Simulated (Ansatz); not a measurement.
I under changes of volume

One of the cells (42.631 Å³/atom); the others are scaled copies at fixed shape and fractional positions:

```
I
1.0
     3.63503   -2.39502    0.00000
     3.63503    2.39502    0.00000
     0.00000    0.00000    9.79344
I
4
Direct
  0.64930 0.35070 0.38440
  0.14930 0.85070 0.11560
  0.35070 0.64930 0.61560
  0.85070 0.14930 0.88440
```

| Property | Result |
| --- | --- |
| Program | Ansatz 0.2.0 |
| Functional | PBEsol |
| Potentials or basis | all-electron LAPW, scalar-relativistic |
| Cutoff | 253 eV (chosen from the basis error) |
| Basis error allowed | 0.002 eV/atom |
| k mesh | 7 × 7 × 3 |
| Occupations | fermi-dirac, width 0.05 eV |
| Spin | no spin polarisation |

```tsv
volume (Å³/atom)	energy over the lowest point (meV/atom)	pressure (GPa)	gap on the mesh (eV)	largest force (eV/Å)
40.073	14.78	1.9	1.41	1.356
40.926	?	?	?	?
41.778	1.81	0.6	1.34	0.942
42.631	0.00	0.1	1.29	0.759
43.483	0.83	-0.4	1.25	0.590
44.336	3.99	-0.8	1.21	0.436
45.189	9.25	-1.2	1.17	0.298
```

Task: What does the run at 40.926 Å³/atom give?

Result: Energy over the lowest point 6.61 meV/atom; pressure 1.2 GPa; gap on the mesh 1.38 eV; largest force 1.141 eV/Å.

Worked out: A Birch-Murnaghan fit of order 3 (a polynomial in V^(-2/3)) to the other rows has its minimum at 42.77 Å³/atom with B0 = V·E''(V) = 24 GPa and B' = 5.1 at fixed shape and positions, which overstates the stiffness. It gives 6.61 meV/atom at 40.926 Å³/atom, against the run's 6.61, and -dE/dV = 1.2 GPa, against 1.2. A straight line through the other rows of the gap, of slope -2.03 eV per unit of ln V, gives 1.37 eV, against the run's 1.38.

Energies are extrapolated to zero smearing.

Caveats: spin-orbit coupling is left out, which moves the levels of the heavy elements; an odd mesh through Γ misses points on the zone boundary, where band edges often lie; forces of over 1 eV/Å show positions far from the minimum, so gaps and moduli don't describe the material at rest (some runs).
